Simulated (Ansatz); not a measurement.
Ga2O3 (A-La2O3 type): zone-centre phonons and dielectric response

Perturbation theory with PBEsol in the plane-wave code Ansatz on the PBEsol cell, ground state and force constants on a 9×9×4 mesh. No spin polarisation. The prototype was imposed, so other structures may be more stable.

It is trigonal, P-3m1 (No. 164); a = 2.993 Å, c = 6.996 Å in the conventional setting, 10.85 Å³ an atom. Around Ga lie 6 O at 1.88–2.22 Å; around O lie 6 Ga at 2.22 Å; around O lie 3 Ga at 1.88 Å.

```cif
data_structure
_symmetry_space_group_name_H-M 'P 1'
_symmetry_Int_Tables_number 1
_cell_length_a 2.9928
_cell_length_b 2.9928
_cell_length_c 6.9957
_cell_angle_alpha 90.000
_cell_angle_beta 90.000
_cell_angle_gamma 120.000
_cell_volume 54.26
loop_
_atom_site_label
_atom_site_type_symbol
_atom_site_fract_x
_atom_site_fract_y
_atom_site_fract_z
_atom_site_occupancy
Ga1 Ga 0.33333 0.66667 0.19943 1
Ga2 Ga 0.66667 0.33333 0.80057 1
O1 O 0.00000 0.00000 0.00000 1
O2 O 0.33333 0.66667 0.69599 1
O3 O 0.66667 0.33333 0.30401 1
```

Optical modes without the longitudinal term (negative means imaginary):

| ω (cm⁻¹) | degeneracy | IR intensity, summed over the level ((D/Å)²/amu) |
| --- | --- | --- |
| -84 | 2 | 25.48 |
| 72 | 2 | 0.00 |
| 205 | 1 | 0.00 |
| 399 | 1 | 11.54 |
| 532 | 1 | 0.00 |
| 533 | 1 | 0.34 |
| 539 | 2 | 34.29 |
| 542 | 2 | 0.00 |

One optical level at Γ is imaginary (84i cm⁻¹, printed negative): the cell isn't a minimum and would distort. Of the real levels 3 are infrared active, the strongest at 539 cm⁻¹.

The electronic dielectric tensor ε∞ is 4.40 along x and y, 3.34 along z. Born charges, averaged over directions: Ga +2.97, O -2.29 to -1.82 e.

For comparison, on the r2SCAN cell the mean ε∞ is 3.76 with r2SCAN (ground state on 9×9×4; least gap 3.12 eV), 4.05 with PBE (ground state on 9×9×4; least gap 2.51 eV).
